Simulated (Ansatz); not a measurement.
# YN: relaxation and properties

One table from this session's results is given with a row withheld; the runs are named, their logs left out.

Computed with Ansatz 0.2.0 (DFT r2SCAN, scalar-relativistic, plane waves, PAW, unless a step's input says otherwise).

## The structure to begin with

It takes space group Fm-3m (No. 225, cubic). The conventional cell has a = 4.877 Å, b = 4.877 Å, c = 4.877 Å, α = 90.00°, β = 90.00°, γ = 90.00°. Y (site symmetry m-3m) has 6 N at 2.44 Å as nearest neighbours. Around N (site symmetry m-3m) lie 6 Y at 2.44 Å.

Structure file:

```xyz
2
Lattice="0.0000 2.4385 2.4385 2.4385 0.0000 2.4385 2.4385 2.4385 0.0000" Properties=species:S:1:pos:R:3 pbc="T T T"
Y     0.0000    0.0000    0.0000
N     2.4385    2.4385    2.4385
```

The structure comes from the Crystallography Open Database.

The first run:

(A quick probe on a coarse mesh, which set the mesh and smearing, is not shown.)

The input, input.yaml:

```yaml
crystal:
  lattice:
    - [0.0, 2.4385, 2.4385]
    - [2.4385, 0.0, 2.4385]
    - [2.4385, 2.4385, 0.0]
  atoms:
    - { symbol: "Y", position: [0.0, 0.0, 0.0] }
    - { symbol: "N", position: [0.5, 0.5, 0.5] }
basis:
  ecutwfc: 500
kpoints:
  mp_grid: { grid: [12, 12, 12] }
hamiltonian:
  xc: r2scan
scf:
  occupations: { method: gaussian, width: 0.02 }
output:
  forces: true
  stress: true
  eigenvalues: true
relax:
  adjacent_minimum: "off"
  f_tol: 0.005
  max_steps: 80
  cell: { stress_tol: 0.05 }
```

The run is started by

```console
> ansatz run input.yaml --threads 1 --pin off --max-ram 2560MiB --backend cpu --events-out ev --progress --plain --runs-dir out
```

Among the steps run: Relaxing cell and atoms; Bands, states and charges; Seeking the band edges over the whole zone; Levels beside the edges; Point at V/V0 = 0.97; Volume × 1.03; Volume × 0.94; The cell scaled to 1.06 of its volume.

One table of the session follows, with a row left open; its other results are not shown here.

It belongs to the step «Equation of state». 

| volume (Å³/atom) | energy above the lowest point (meV/atom) | pressure (GPa) | gap on the mesh (eV) |
| --- | --- | --- | --- |
| 13.790 | 30.8 | 11.89 | 0.47 |
| 14.230 | 7.2 | 5.46 | 0.53 |
| 14.671 | 0.0 | -0.04 | 0.58 |
| 15.111 | ? | ? | ? |
| 15.551 | 25.5 | -8.78 | 0.67 |

**Question.** Estimate the row for volume (Å³/atom) = 15.111.

Worked estimate for «energy above the lowest point (meV/atom)». A straight line through the neighbours (14.671, 0.0) and (15.551, 25.5) gives 0.0 + (25.5 − 0.0) × (15.111 − 14.671) / (15.551 − 14.671) = 12.8; a parabola fitted to 3 rows on both sides gives 6.1.

**Answer.** energy above the lowest point (meV/atom): 6.7; pressure (GPa): -4.75; gap on the mesh (eV): 0.63. In «energy above the lowest point (meV/atom)» the line misses by +6.1 and the parabola by -0.6.
